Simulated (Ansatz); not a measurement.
# CoSi2 (Fm-3m) in Ansatz: a series of runs

Runs on CoSi2. Level: r2SCAN+U. Tasks: band structure.

All numbers are computed with Ansatz 0.2.0; they aren't measurements. Logs are shortened: lines on timing, memory, paths and dates and some standing lists are left out, and cuts for length are marked.

### 1 The crystal as given

Symmetry: Fm-3m, No. 225, cubic system. The conventional cell has a = 5.356 Å, b = 5.356 Å, c = 5.356 Å, α = 90.00°, β = 90.00°, γ = 90.00°. Around Co (site symmetry m-3m) lie 8 Si at 2.32 Å. Around Si (site symmetry -43m) lie 4 Co at 2.32 Å.

### 2 Band structure, r2SCAN+U, collinear spin, ferromagnetic start

File input.yaml:

```yaml
crystal:
  lattice:
    - [0.0, 2.678, 2.678]
    - [2.678, 0.0, 2.678]
    - [2.678, 2.678, 0.0]
  atoms:
    - { symbol: Co, position: [0.0, 0.0, 0.0], spin: 2.0 }
    - { symbol: Si, position: [0.75, 0.75, 0.75] }
    - { symbol: Si, position: [0.25, 0.25, 0.25] }
hamiltonian:
  xc: r2scan
  pseudopotentials: { kind: paw }
  hubbard: { sites: [{ species: Co, l: d, u_eff: 6.0 }] }
magnetization:
  spin_polarized: true
kpoints:
  mp_grid: { grid: [9, 9, 9] }
  band_path:
    path:
      - [[0.0, 0.0, 0.0], [0.5, 0.0, 0.5], [0.5, 0.25, 0.75], [0.375, 0.375, 0.75], [0.0, 0.0, 0.0], [0.5, 0.5, 0.5], [0.625, 0.25, 0.625], [0.5, 0.25, 0.75], [0.5, 0.5, 0.5], [0.375, 0.375, 0.75]]
      - [[0.625, 0.25, 0.625], [0.5, 0.0, 0.5]]
    npoints: 14
scf:
  occupations: { method: fermi_dirac, width: 0.05 }
  n_extra_bands: 7
output:
  forces: true
  stress: true
  eigenvalues: true
  fatbands: false
  write_density: true
  write_potential: true
  elf: true
  volumetric_format: npy
```

Potentials or basis: Ansatz PAW.

The run is started by

```sh
$ ansatz run input.yaml --threads 2 --pin off --max-ram 5632MiB --backend cpu --events-out ev --progress --plain --runs-dir out
```

The log of the run:

```text
Warning: RAYON_NUM_THREADS=2 ignored (pool sized by the plan → 2); use --threads N
Co: projections on atomic orbitals take those of the free atom [Ne] 3s2 3p6 3d7 4s2, of charge +0.00 (hamiltonian.pseudopotentials.projection_atoms); the dataset's partial waves leave at most 1.4e-6 of an orbital's norm unspanned inside its sphere
Si: projections on atomic orbitals take those of the free atom [Ne] 3s2 3p2, of charge +0.00 (hamiltonian.pseudopotentials.projection_atoms); the dataset's partial waves leave at most 6.1e-8 of an orbital's norm unspanned inside its sphere
scf.n_extra_bands = 7 over 13 filled bands (N_el = 25.0): the run solves 20 bands
Engine: ansatz 0.2.0, aarch64-unknown-linux-gnu
Pseudopotentials: kind: paw
Pseudopotential: Co, paw, valence charge 17, recommended cutoff 500 eV (meta_gga), Co.paw.azcp
Pseudopotential: Si, paw, valence charge 4, recommended cutoff 500 eV (meta_gga), Si.paw.azcp
Functional definition: r2SCAN
  parameter k0 = 0.174
  parameter k1 = 0.065
  parameter a1 = 4.9479
  exchange = r2scan_x(k0 = k0, k1 = k1, a1 = a1)
  correlation = r2scan_c
Crystal: 3 atoms, lattice volume = 38.412 Å³
Basis set: ecut = 500 eV, 941 PW (Γ), exchange–correlation on 120×120×120 points (64 copies of the dense FFT grid, shifted against one another)
Bands: 20, of which v1, the nominal top of the filled ones, is band 13 counted from 1 (12 counted from 0)
Symmetry: 48 space group operations
Space group: Fm-3m (ITA 225), of the structure as read, at distance tolerance 3.4e-5 Å
Magnetic group: BNS 225.116 (UNI 1618), of the structure as read, at distance tolerance 3.4e-5 Å
k-points: 35 of 729
Non-local potential: Co, projectors of the file, l = 0: 3, l = 1: 2, l = 2: 3, l = 3: 1
Non-local potential: Si, projectors of the file, l = 0: 2, l = 1: 2, l = 2: 2
PAW form: soft (Blöchl's): semilocal exchange-correlation on the pseudo side does not see the compensation charge
PAW frozen core: Co, regenerated for the run's functional (the file was generated under x = pbe(κ = 0.804, μ = 0.2195149727645171), c = pbe(β = 0.06672455060314922))
PAW frozen core: Si, regenerated for the run's functional (the file was generated under x = pbe(κ = 0.804, μ = 0.2195149727645171), c = pbe(β = 0.06672455060314922))
PAW one-centre angular grid: Co, 590 points (default); XC on 160 Gauss nodes
PAW one-centre angular grid: Si, 302 points (default); XC on 160 Gauss nodes
Initial density: superposition of atomic densities (chi_scale 0.1, normalization cell)
Starting moments: Σ|m| = 2 μB on 1 of 3 sites
Initial wavefunctions: pseudopotential atomic-orbital guess
Functional: x = r2scan, c = r2scan; τ floored in thin density (d = 2e-4 eV/Å³)
SCF iter   1: F=—  HF=-6406.432117 eV  |F-HF|=—  |Δ(HF+E_count)|=         —  Δρ=1.59e-1 (↑3.24e-2 ↓1.59e-1)  dr2=1.18e1  dr2_τ=1.62e-1  dr2_m=2.03e0  M=0.438 μB ∫|m|=1.030 μB  β_m=0.30  ethr=3.10e-3  ⟨swp⟩=6.2  Hψ=7443  notcnv=0
[... 55 lines left out ...]
this state was not tested for a lower state beside it, because the mixer in use, unlike msr1, does not test its closes by its own steps (another_mixer; see scf.mixing.algorithm and scf.lower_state_search)
NSCF: frozen V_eff on 142 k-points
SCF converged after 26 iterations
Magnetization: -0.0000 μB (12.5000 up, 12.5000 down)
Absolute magnetization: 0.0000 μB (∫|ρ↑−ρ↓|, with the PAW one-centre terms)
Spin contamination: 0.0000 ħ² per cell (⟨S²⟩ above its minimum at these occupations)
Per-site moments (μB) at R_I (Å): [(-2.0173880169548165e-5, 0.9566766129255746), (1.6589430377195457e-6, 0.9566766129255746), (1.6589430377116193e-6, 0.9566766129255748)]
Free energy (F): -6406.568435 eV
Harris-Foulkes:  -6406.568435 eV  (|F-HF|=9.09e-11)
Internal energy: -6406.557864 eV  (E = F + TS)
E sigma→0 (E₀):  -6406.563149 eV
Entropy (-TS):   -0.010571 eV (-3.524 meV/atom)
Fermi energy:    12.555661 eV
--- Per-component energies (eV) ---
  E_band       = -305.347937
  E_kinetic    = 549.903184
  E_local      = -4128.318725  (includes V_loc(G=0)·N_el)
  E_nonlocal   = 509.258490
  E_hartree    = 1811.522445
  E_xc         = -264.509940
  E_vxc        = -336.508193  (∫ρ·V_xc dr)
  E_hubbard    = 4.135462  (on-site DFT+U / exact-exchange correction)
  E_vhub       = -16.547294  (the Hubbard potential's part of the band-sum identity)
  E_paw        = -2569.614322  (= ΣΔE_a)
  E_vpaw       = -525.836939  (= ΣTr[D̂ρ^β])
  E_aug_tail   = 0.000053  (compensation charges beyond the density's cutoff)
  E_vtau       = 19.656895  (kinetic-family band-sum trace: ∫τ·v_τ [+ j·A + Jᵃ·Aᵃ] dr)
  E_ewald      = -2318.486437
  E_core_change = -0.448072  (= ΣΔE_core)
  E_smearing   = -0.010571  (= −TS)
  E_closure    = -0.000000  (closes the sum)
  Σ components = -6406.568435   (vs F -6406.568435, Δ=0.00e0)
--- Forces (eV/Å), atoms counted from 1 ---
  atom   1  Co    -0.00000000     0.00000000     0.00000000
  atom   2  Si     0.00000000    -0.00000000     0.00000000
  atom   3  Si     0.00000000     0.00000000     0.00000000
  max |Σ_I F_I| component: 5.55e-17 eV/Å
--- Stress (GPa, compression-positive) ---
       -6.269275      -0.000000       0.000000
       -0.000000      -6.269275       0.000000
       -0.000000      -0.000000      -6.269275
  P = ⅓ Tr σ = -6.2693 GPa (-62.693 kbar)
--- Band table (eV; the first three rows and the last of 70) ---
  k-point 0 ↑: bands = ["-83.9775", "-45.9040", "-45.9040", "-45.9040", "-1.0284", "8.1172", "8.1172", "8.1172", "9.3710", "9.3710", "13.9110", "16.3888", "16.3888", "16.3888", "16.4718", "16.4718", "16.4718", "18.8239", "18.8239", "18.8239"]
  k-point 1 ↑: bands = ["-83.9775", "-45.9044", "-45.9040", "-45.9040", "-0.8309", "7.6972", "8.1879", "8.1879", "9.3400", "9.3400", "13.6924", "14.7696", "15.3444", "15.3444", "17.4608", "17.4608", "18.3426", "18.3426", "18.5011", "18.6150"]
  k-point 2 ↑: bands = ["-83.9775", "-45.9053", "-45.9042", "-45.9042", "-0.2466", "6.6148", "8.3293", "8.3293", "9.3493", "9.3493", "12.0611", "14.2636", "14.2636", "15.2711", "17.0145", "17.0145", "17.9160", "19.4555", "19.4555", "20.4450"]
  k-point 34 ↓: bands = ["-83.9775", "-45.9064", "-45.9060", "-45.9051", "3.6217", "4.4293", "6.3607", "6.6561", "9.8151", "9.8315", "10.2542", "10.4942", "11.0746", "16.2445", "16.9378", "18.8211", "20.5659", "22.4485", "23.7341", "25.9119"]
Occupation matrices written to <dir>
```

Wall time 78 s (2 threads of Arm Neoverse V2, shared host); peak memory 1.1 GiB.

Results:

* Free energy: -6406.5684 eV
* Pressure: -6.3 GPa
* Band gap on the k mesh: none (metal or under the smearing width)
* Net moment: 0.00 μB per cell
* Absolute moment: 0.00 μB per cell

Levels at the corners of the path, in eV from the Fermi level:
Spin up:
| point | band 9 | band 10 | band 11 | band 12 | band 13 | band 14 | band 15 | band 16 | band 17 | band 18 |
| --- | --- | --- | --- | --- | --- | --- | --- | --- | --- | --- |
| Γ | -3.18 | -3.18 | 1.36 | 3.83 | 3.83 | 3.83 | 3.92 | 3.92 | 3.92 | 6.27 |
| X | -3.69 | -2.77 | -2.55 | -2.21 | -2.21 | 1.97 | 3.33 | 9.07 | 10.48 | 10.48 |
| W | -2.60 | -2.50 | -2.50 | -2.21 | -1.55 | 4.13 | 4.13 | 6.50 | 7.31 | 10.35 |
| K | -3.83 | -2.51 | -2.06 | -1.97 | -1.77 | 2.32 | 5.58 | 6.36 | 8.42 | 10.73 |
| Γ | -3.18 | -3.18 | 1.36 | 3.83 | 3.83 | 3.83 | 3.92 | 3.92 | 3.92 | 6.27 |
| L | -2.46 | -2.46 | -2.35 | -0.31 | -0.31 | 3.26 | 3.72 | 3.72 | 5.11 | 11.17 |
| U | -3.83 | -2.51 | -2.06 | -1.97 | -1.77 | 2.32 | 5.58 | 6.36 | 8.42 | 10.73 |
| W | -2.60 | -2.50 | -2.50 | -2.21 | -1.55 | 4.13 | 4.13 | 6.50 | 7.31 | 10.35 |
| L | -2.46 | -2.46 | -2.35 | -0.31 | -0.31 | 3.26 | 3.72 | 3.72 | 5.11 | 11.17 |
| K | -3.83 | -2.51 | -2.06 | -1.97 | -1.77 | 2.32 | 5.58 | 6.36 | 8.42 | 10.73 |
| U | -3.83 | -2.51 | -2.06 | -1.97 | -1.77 | 2.32 | 5.58 | 6.36 | 8.42 | 10.73 |
| X | -3.69 | -2.77 | -2.55 | -2.21 | -2.21 | 1.97 | 3.33 | 9.07 | 10.48 | 10.48 |
Spin down:
```csv
point,band 9,band 10,band 11,band 12,band 13,band 14,band 15,band 16,band 17,band 18
Γ,-3.18,-3.18,1.36,3.83,3.83,3.83,3.92,3.92,3.92,6.27
X,-3.69,-2.77,-2.55,-2.21,-2.21,1.97,3.33,9.07,10.48,10.48
W,-2.60,-2.50,-2.50,-2.21,-1.55,4.13,4.13,6.50,7.31,10.35
K,-3.83,-2.51,-2.06,-1.97,-1.77,2.32,5.58,6.36,8.42,10.73
Γ,-3.18,-3.18,1.36,3.83,3.83,3.83,3.92,3.92,3.92,6.27
L,-2.46,-2.46,-2.35,-0.31,-0.31,3.26,3.72,3.72,5.11,11.17
U,-3.83,-2.51,-2.06,-1.97,-1.77,2.32,5.58,6.36,8.42,10.73
W,-2.60,-2.50,-2.50,-2.21,-1.55,4.13,4.13,6.50,7.31,10.35
L,-2.46,-2.46,-2.35,-0.31,-0.31,3.26,3.72,3.72,5.11,11.17
K,-3.83,-2.51,-2.06,-1.97,-1.77,2.32,5.58,6.36,8.42,10.73
U,-3.83,-2.51,-2.06,-1.97,-1.77,2.32,5.58,6.36,8.42,10.73
X,-3.69,-2.77,-2.55,-2.21,-2.21,1.97,3.33,9.07,10.48,10.48
```

Eigenvalues of the final occupation matrices:
```tsv
site	spin	trace	eigenvalues
site 1	1	4.14	0.77 0.77 0.77 0.91 0.91
site 1	2	4.14	0.77 0.77 0.77 0.91 0.91
```

Caveat: the magnetic or orbital state may not be the lowest; the starting moments collapsed, and a magnetic state may lie lower; the PAW data sets come from PBE, with cores solved anew for the run's functional, which leaves a small shift of forces and pressure; the U is typed as a test and isn't derived for this compound; the starting moments weren't kept. The state reached can hang on the start; a lower one may exist.

[end of part 1 of 2]
